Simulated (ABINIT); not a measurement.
Here is an ABINIT 10.8.3 (patched build) calculation.

Contents of run.abi:

```
# Pseudopotentials
pp_dirpath "./"
pseudos "Al.upf"

# Structure
acell 3*1.0 Angstrom
rprim
     2.8124553515     0.0000000000     0.0000000000
    -1.4062276757     2.4356577814     0.0000000000
     0.0000000000     0.0000000000     4.8668500000
ntypat 1
znucl 13
natom 2
typat 1 1
chkprim 0
chksymtnons 0
tolsym 1.0e-6
xred
            1/3            2/3            1/4
            2/3            1/3            3/4

# Plane-wave basis
ecut 22.0
ecutsm 0.5

# k points
kptopt 1
ngkpt 8 8 4
nshiftk 1
shiftk 0.0 0.0 0.0

# Exchange and correlation
ixc 7

# Bands and occupations
nband 7
occopt 3
tsmear 0.05 eV

# SCF cycle
nstep 80
tolvrs 1.0e-12

# Output
iomode 3
prteig 0
prtebands 0
prtwf 0
prtden 0

# Relaxation
ionmov 2
optcell 2
ntime 50
tolmxf 2.0e-5
dilatmx 1.08
```

Potentials or basis: PseudoDojo NC SR LDA v0.4.1 standard.

Run with:

```sh
$ mpirun --bind-to none -np 4 abinit run.abi > log 2>&1
```

(1) Estimate the space group after relaxing (to 0.05 Å).

(2) Estimate the relaxed cell.

(3) What does it give for the band gap on the k mesh?

## Answers

(1) P6_3/mmc (No. 194).

(2) a = 2.742 Å, b = 2.742 Å, c = 4.892 Å, α = 90.00°, β = 90.00°, γ = 120.00°.

(3) none (metal or under the smearing width).
